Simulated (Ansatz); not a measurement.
**Os (sc type): how the settings move a single-point run**

Question: which choices in the input matter for Os (sc type)?

Computed with Ansatz 0.2.0 (reference: DFT, PBE, PAW with Ansatz's default frozen-core files, scalar-relativistic, unless a step's input says otherwise).

2 further runs of the same task are left out: 2 that didn't finish.

### Step 1. The structure to begin with

It takes space group Pm-3m (No. 221, cubic). The conventional cell has a = 2.057 Å, b = 2.057 Å, c = 2.057 Å, α = 90.00°, β = 90.00°, γ = 90.00°. Os (site symmetry m-3m) is surrounded by 6 Os at 2.06 Å.

As a file:

```
Os
1.0
     2.05695    0.00000    0.00000
     0.00000    2.05695    0.00000
     0.00000    0.00000    2.05695
Os
1
Direct
  0.00000 0.00000 0.00000
```

### Step 2. Reference

input.yaml reads:

```yaml
crystal:
  lattice:
    - [2.0569521002, 0.0, 0.0]
    - [0.0, 2.0569521002, 0.0]
    - [0.0, 0.0, 2.0569521002]
  atoms:
    - { symbol: Os, position: [0.0, 0.0, 0.0] }
kpoints:
  mp_grid: { grid: [17, 17, 17] }
scf:
  occupations: { method: fermi_dirac, width: 0.08 }
hamiltonian:
  xc: pbe
  pseudopotentials: { kind: paw }
output:
  forces: true
  stress: true
  eigenvalues: true
  populations: true
  write_density: true
  write_potential: true
  elf: true
  volumetric_format: npy
```

Run with:

```
> ansatz run input.yaml --threads 1 --pin off --max-ram 2048MiB --backend cpu --events-out ev --progress --plain --runs-dir out
```

### Step 3. Changing settings: mp_grid.shift [0.5, 0.5, 0.5], mixing.algorithm anderson, mixing.beta 0.05, mixing.ndim 8, ecutrho_ratio 6

input.yaml: that of step 2 with these lines changed.

```diff
@@ -8,5 +8,6 @@
 kpoints:
-  mp_grid: { grid: [17, 17, 17] }
+  mp_grid: { grid: [17, 17, 17], shift: [0.5, 0.5, 0.5] }
 scf:
   occupations: { method: fermi_dirac, width: 0.08 }
+  mixing: { algorithm: anderson, beta: 0.05, ndim: 8 }
 hamiltonian:
@@ -23 +24,3 @@
   volumetric_format: npy
+basis:
+  ecutrho_ratio: 6
```

**Question.** What will these runs give? Wanted: for each run, ending; energy change; pressure; gap; force.

As calculated:

```csv
run,ending,energy change,pressure (GPa),gap (eV),force (eV/Å),cycles,time
reference,converged,0,761.9,0.00,0.00,6,1.6 s
"1: mp_grid.shift [0.5, 0.5, 0.5], mixing.algorithm anderson, mixing.beta 0.05, mixing.ndim 8, ecutrho_ratio 6",converged,+19.9 meV/atom,761.2,0.00,0.00,8,1.7 s
```

Residual by cycle in the longest SCF loop of each run; runs are numbered as in the table. The quantity is the density residual dr2, in eV.

```csv
cycle,reference,run 1
1,0.0265,0.0291
2,7.9e-4,0.0242
3,8.4e-5,4.3e-4
4,1.2e-7,3.9e-4
5,2.6e-9,1.6e-5
6,1.7e-11,1.6e-5
7,-,5.7e-7
8,-,4.9e-8
```

**Reading.** Changing the k-point mesh, mixing and numerical grids moves the energy by +19.9 meV/atom, and the pressure goes from 761.9 to 761.2 GPa. Of the settings changed, the mesh is the one that moves energies this far. The structure is not at rest: the sound run finds 762 GPa, so these are no properties of the relaxed crystal. 
